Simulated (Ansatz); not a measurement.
Write an ASE script for Ansatz 0.2.0 that does the following.

```yaml
Task: single point
Functional: PBE
Potentials_or_basis: JTH PAW
Cutoff: 900 eV
Density_cutoff: 3600 eV
k_mesh: 8 × 8 × 8
Occupations: fermi-dirac, width 0.15 eV
Spin: no spin polarisation
Driver: calculator
```

The structure of MgS lies in POSCAR:

```
MgS
1.0
    0.0000000000      2.8331200468      2.8331200468
    2.8331200468      0.0000000000      2.8331200468
    2.8331200468      2.8331200468      0.0000000000
S Mg
1 1
Direct
    0.2500000000      0.2500000000      0.2500000000
    0.0000000000      0.0000000000      0.0000000000
```

The cell comes from a database or a generator and needn't be the stable form of this composition.

One way to write it, as run:

run.py

```python
import json

import ase.io
import numpy as np
from ase.calculators.calculator import CalculationFailed, Calculator
from ase.stress import full_3x3_to_voigt_6_stress
from ase.units import GPa

import ansatz as az

class AnsatzCalculator(Calculator):
    implemented_properties = ["energy", "free_energy", "forces", "stress", "magmom"]

    def calculate(self, atoms, properties, system_changes):
        super().calculate(atoms, properties, system_changes)
        structure = atoms.copy()
        structure.set_constraint()
        structure.set_momenta(None)
        structure.set_masses(None)
        outcome = (
            az.Crystal.from_ase(structure)
            .calculation()
            .basis(xc_grid=2)
            .kpoints(8, 8, 8)
            .functional("pbe")
            .pseudopotentials(kind="paw", source="jth")
            .scf(tolerance=2e-10)
            .occupations(method="fermi_dirac", width=0.15)
            .forces()
            .stress()
            .run(threads=2)
        )
        if not outcome.report["converged"]:
            raise CalculationFailed("SCF not converged")
        report = outcome.report
        self.results = {
            "free_energy": report["lagrangian_ev"],
            "energy": report["lagrangian_ev"],
            "forces": np.array(report["forces_ev_ang"]),
            "stress": -GPa * full_3x3_to_voigt_6_stress(report["stress_gpa"]),
            "magmom": report["magnetization_mub"],
        }

np.set_printoptions(precision=5, suppress=True, linewidth=110)
atoms = ase.io.read("POSCAR", format="vasp")
atoms.calc = AnsatzCalculator()
print(f"free energy {atoms.get_potential_energy():.6f} eV")
print("forces (eV/A)", atoms.get_forces(), sep="\n")
print("stress (GPa, Voigt, tension positive)", atoms.get_stress() / GPa, sep="\n")
print(f"moment {atoms.get_magnetic_moment():.4f} muB")
```

Potentials or basis: JTH PAW.

Launch:

```sh
$ python run.py
```

Results of the run:

```json
{
  "Pressure": "1.0 GPa",
  "Band gap on the k mesh": "3.44 eV"
}
```

Wall time 2.6 s on 2 threads of AMD EPYC 9B14 (Zen 4), on a shared host, peak memory 0.5 GiB.
